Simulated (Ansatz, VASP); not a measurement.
# Two plane-wave programs on H

File INCAR:

```
PREC = Accurate ; ENCUT = 520
EDIFF = 1E-8 ; ISMEAR = -1
SIGMA = 0.05 ; LREAL = F
LASPH = T ; NELM = 60
ALGO = Normal ; ISIF = 2
LWAVE = F ; LCHARG = F
GGA = PE ; LEFG = T
NBANDS = 6
```

KPOINTS

```
Automatic mesh
0
Gamma
  20 20 20
```

Contents of POSCAR:

```
H
1.0
   -0.8898372706      0.8898372706      0.8898372706
    0.8898372706     -0.8898372706      0.8898372706
    0.8898372706      0.8898372706     -0.8898372706
H
1
Direct
    0.0000000000      0.0000000000      0.0000000000
```

Input for Ansatz:

```yaml
crystal:
  lattice:
    - [-0.8898372706, 0.8898372706, 0.8898372706]
    - [0.8898372706, -0.8898372706, 0.8898372706]
    - [0.8898372706, 0.8898372706, -0.8898372706]
  atoms:
    - { symbol: H, position: [0.0, 0.0, 0.0] }
kpoints:
  mp_grid: { grid: [20, 20, 20] }
scf:
  occupations: { method: fermi_dirac, width: 0.05 }
  eigensolver: { kind: davidson }
hamiltonian:
  xc: pbe
  pseudopotentials: { kind: paw }
output:
  forces: true
  stress: true
  eigenvalues: true
  efg: { contact_densities: true }
  write_density: true
  write_potential: true
  elf: true
  volumetric_format: npy
basis:
  xc_grid: 3
  precision: f64
```

The real solid is made of molecules; this cell is a model form.

Alike in both runs: task electric field gradients; functional PBE; k mesh 20 × 20 × 20; occupations fermi-dirac, width 0.05 eV; no spin polarisation.

```csv
,VASP,Ansatz
version,VASP 6.6.1,Ansatz 0.2.0
potentials or method,"VASP PAW PBE potentials, release 64 (H)","PAW with Ansatz's default frozen-core files, scalar-relativistic"
plane-wave cutoff (eV),520,420
valence electrons in the cell,1,1
```

Ansatz gave:

```
gap on the k mesh at the Fermi level (eV) : none
pressure (GPa)                            : 6.2
```

Task: Estimate VASP's values.

Result: gap on the k mesh at the Fermi level (eV): none; pressure (GPa): 5.5.

A gap of «none» marks a metal or a gap that the smearing closes.
